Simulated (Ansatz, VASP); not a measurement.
## Two plane-wave programs on Rh

```
Rh
1.0
     1.34415    2.32814    0.00000
    -1.34415    2.32814    0.00000
     0.00000    0.00000    4.24734
Rh
2
Direct
  0.33333 0.33334 0.25000
  0.66666 0.66667 0.75000
```

The cell was built by a generator and needn't be a form met in nature.

Alike in both runs: task single point; functional r2SCAN; k mesh 8 × 8 × 4; no spin polarisation.

|  | VASP | Ansatz |
| --- | --- | --- |
| version | VASP 6.6.1 | Ansatz 0.2.0 |
| potentials or method | VASP PAW PBE potentials, release 64 (Rh_pv) | PAW plane waves |
| plane-wave cutoff (eV) | 520 | 500 |
| occupations | fermi-dirac, width 0.1 eV | fermi-dirac |
| valence electrons in the cell | 30 | 34 |

```tsv
	VASP	Ansatz	Ansatz less VASP
gap on the k mesh at the Fermi level (eV)	none	none	-
pressure (GPa)	13.0	11.4	-1.58
largest component of the traceless stress (GPa)	3.75	3.65	-0.101
```

A gap of «none» marks a metal or a gap that the smearing closes. The two sets of potentials don't hold the same shells in valence.

Caveats: the k mesh is coarse (spacing up to 0.37 Å⁻¹), so the values aren't converged; the PAW data sets were made with another functional, which shifts forces and pressure a little (VASP).
